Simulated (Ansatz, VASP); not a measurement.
Cl: VASP beside Ansatz

File POSCAR:

```
Cl
1.0
    3.5344460202      0.0000000000      0.0000000000
   -1.7672230101      3.0609200417      0.0000000000
    0.0000000000      0.0000000000      5.7365930733
Cl
2
Direct
    0.3333333333      0.6666666667      0.2500000000
    0.6666666667      0.3333333333      0.7500000000
```

File INCAR.step1:

```
SYSTEM = Cl
PREC = Accurate
ENCUT = 520
ISMEAR = 0
SIGMA = 0.1
LREAL = .False.
LASPH = .True.
NELM = 100
NBANDS = 14
GGA = PE
ALGO = Normal
EDIFF = 1E-4
LWAVE = .True.
LCHARG = .False.
```

INCAR.step2

```
SYSTEM = Cl
PREC = Accurate
ENCUT = 520
EDIFF = 1E-6
ISMEAR = 0
SIGMA = 0.1
LREAL = .False.
LASPH = .True.
NELM = 100
ALGO = Normal
ISIF = 2
LWAVE = .False.
LCHARG = .False.
METAGGA = R2SCAN
LMIXTAU = .True.
NBANDS = 14
ISTART = 1
```

KPOINTS

```
regular mesh
0
Gamma
  6 6 4
  0 0 0
```

Input for Ansatz:

```yaml
crystal:
  lattice:
    - [3.5344460202, 0.0, 0.0]
    - [-1.7672230101, 3.0609200417, 0.0]
    - [0.0, 0.0, 5.7365930733]
  atoms:
    - { symbol: Cl, position: [0.3333333333, 0.6666666667, 0.25] }
    - { symbol: Cl, position: [0.6666666667, 0.3333333333, 0.75] }
basis:
  ecutwfc: 500
kpoints:
  mp_grid: { grid: [6, 6, 4] }
hamiltonian:
  xc: r2scan
scf:
  occupations: { method: gaussian, width: 0.1 }
  lower_state_search: "off"
output:
  forces: true
  stress: true
  eigenvalues: true
```

Alike in both runs: task single point; functional r2SCAN; k mesh 6 × 6 × 4; occupations gaussian, width 0.1 eV; no spin polarisation.

```csv
,VASP,Ansatz
version,VASP 6.6.1,Ansatz 0.2.0
potentials or method,"VASP PAW PBE potentials, release 64 (Cl)","scalar-relativistic, plane waves, PAW"
plane-wave cutoff (eV),520,500
valence electrons in the cell,14,14
```

```tsv
	VASP	Ansatz	Ansatz less VASP
gap on the k mesh at the Fermi level (eV)	none	none	-
pressure (GPa)	-5.1	-5.0	+0.07
largest component of the traceless stress (GPa)	0.11	0.11	-0.001
```

A gap of «none» marks a metal or a gap that the smearing closes.

Caveats: the PAW data sets were made with another functional, which shifts forces and pressure a little (VASP).
